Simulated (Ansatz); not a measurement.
Crystal: AlRu.

```
CELL_PARAMETERS angstrom
2.99160 0.00000 0.00000
0.00000 2.99160 0.00000
0.00000 0.00000 2.99160
ATOMIC_POSITIONS crystal
Ru 0.50000 0.50000 0.50000
Al 0.00000 0.00000 0.00000
```

```yaml
Program: Ansatz 0.2.0
Task: relaxation of cell and atoms
Functional: HSEsol
Potentials_or_basis: Ansatz PAW
Cutoff: "420 eV (not typed: the program's choice for these potentials)"
k_mesh: 5 × 5 × 5
Occupations: fermi-dirac, width 0.05 eV
Spin: no spin polarisation
```

At the start: volume 13.39 Å³/atom.

How do energy, volume and symmetry change on relaxing?

It ends after 5 steps and the volume is 12.98 Å³/atom (-3.0 %); space group Pm-3m (No. 221, to 0.05 Å).

Step by step:
| step | energy change (eV) | largest force (eV/Å) | volume (Å³) |
| --- | --- | --- | --- |
| 1 | 0.0000 | 0.0000 | 26.77 |
| 2 | -0.0163 | 0.0000 | 25.73 |
| 3 | -0.0177 | 0.0000 | 25.97 |
| 4 | -0.0178 | 0.0000 | 25.96 |
| 5 | -0.0175 | 0.0000 | 25.96 |

Final structure:
```yaml
crystal:
  lattice:
    - [2.96097, 0.00000, 0.00000]
    - [0.00000, 2.96097, 0.00000]
    - [0.00000, 0.00000, 2.96097]
  atoms:
    - { symbol: Ru, position: [0.50000, 0.50000, 0.50000] }
    - { symbol: Al, position: [0.00000, 0.00000, 0.00000] }
```

Caveat: the k mesh is coarse (spacing up to 0.42 Å⁻¹), so the values aren't converged, least of all with exact exchange; the plane-wave basis is chosen anew once the cell has moved, so the energies of steps on either side of that aren't comparable; the PAW data sets come from PBE, with cores solved anew for the run's functional, which leaves a small shift of forces and pressure.
